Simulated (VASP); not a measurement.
A run of VASP 6.6.1 is set up as follows.

The input INCAR:

```
PREC = Accurate
ENCUT = 520
EDIFF = 1E-6
ISMEAR = -1
SIGMA = 0.05
LREAL = False
LASPH = True
NELM = 100
ALGO = Fast
ISIF = 2
LWAVE = False
LCHARG = False
GGA = PE
NBANDS = 29
```

KPOINTS

```
Automatic mesh
0
Gamma
  2 2 2
```

File POSCAR:

```
Mg9Si4
1.0
    6.3380000000      0.0000000000      0.0000000000
    0.0000000000      6.3380000000      0.0000000000
    0.0000000000      0.0000000000      6.3380000000
Mg Si
9 4
Direct
    0.3096244872      0.2467655412      0.1909119596
    0.5528084569      0.9113758283      0.9343957084
    0.7803250237      0.6988166614      0.2434837488
    0.2570526980      0.1795361313      0.6710160934
    0.7918901862      0.2534869044      0.7214105396
    0.2544020196      0.7533291259      0.2668665194
   -0.0008993373      0.6471915431      0.8099400442
    0.7943830861      0.2736509940      0.2373303881
    0.5196434206      0.5885295046      0.5988324393
    0.0319185863     -0.0050962449     -0.0186020827
    0.5717734301      0.4832123698     -0.0318396971
    0.5633796150      0.0017671190      0.4407699590
    0.0509940044      0.4740454402      0.4559955822
```

Potentials or basis: VASP PAW PBE potentials, release 64 (Mg, Si).

The run is started by

```console
$ cat potpaw_PBE.64/Mg/POTCAR potpaw_PBE.64/Si/POTCAR > POTCAR
$ mpirun -np 1 vasp_std > vasp.out
```

What does it give for the pressure?

5.7 GPa.

What does it give for the band gap on the k mesh?

None (metal or under the smearing width).

What does it give for the largest force?

1.763 eV/Å.

Forces on the atoms (eV/Å):
```
Mg  -0.533  0.053  0.139
Mg  -0.062  0.302 -0.355
Mg   0.637  1.259  0.305
Mg   0.033 -0.229  0.178
Mg   0.401 -1.156 -0.333
Mg   0.193  0.710 -0.580
Mg   0.144 -0.017  0.098
Mg   0.316 -1.617 -0.628
Mg  -0.596  0.397 -0.783
Si   0.091  0.620  0.371
Si  -0.848  0.473  0.290
Si  -0.361 -0.575  0.716
Si   0.584 -0.220  0.584
```

Caveat: the k mesh is coarse (spacing up to 0.50 Å⁻¹), so the values aren't converged.
